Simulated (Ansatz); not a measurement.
GeTe (alpha-GeTe type, space group R3m)

```
CELL_PARAMETERS angstrom
      2.09351     1.20869     3.68680
     -2.09351     1.20869     3.68680
      0.00000    -2.41737     3.68680
ATOMIC_POSITIONS crystal
  Ge 0.23184 0.23184 0.23184
  Te 0.76816 0.76816 0.76816
```

In this cell atom 1 (Ge, nearest neighbour Te at 2.815 Å; its periodic images, 4.2 Å or more away, move with it) is moved by u·(1.000, 0.000, 0.000) + v·(0.000, 1.000, 0.000); the rest is frozen.

The numbers are results of r2SCAN (plane waves to 500 eV, PAW, scalar-relativistic; Ansatz, an electronic-structure program), not measurements. k mesh 8×8×8 (Γ-centred), Fermi-Dirac smearing 0.05 eV. The energy includes the smearing's −TS. Points where atoms come too close for the PAW data are left out (x in tables, blank in figures). As the smearing reaches across the gap at some points, energies and forces of such displacements shift with the k mesh and the smearing. GeTe was relaxed with its symmetry unable to fall. Spin-orbit coupling is left out, though Te is heavy. The zero of ΔE is the undisplaced structure. Axes are in Å.

```csv
ΔE (meV/cell),u = -0.930,u = -0.465,u = 0.000,u = 0.465,u = 0.930
v = -0.930,2010,2318,2532,2318,2010
v = -0.465,1135,[?],359,[?],1135
v = 0.000,1614,[?],0,[?],1614
v = 0.465,3514,850,210,850,3514
v = 0.930,x,1898,927,1898,x
```

### Question
Some entries are withheld; supply them.

### Answer

- v = -0.465, u = -0.465: 520
- v = -0.465, u = 0.465: 520
- v = 0.000, u = -0.465: 284
- v = 0.000, u = 0.465: 284

(For displaced atoms, the force is minus the slope of the energy, and its curvature is a force constant, which sets phonon frequencies.)
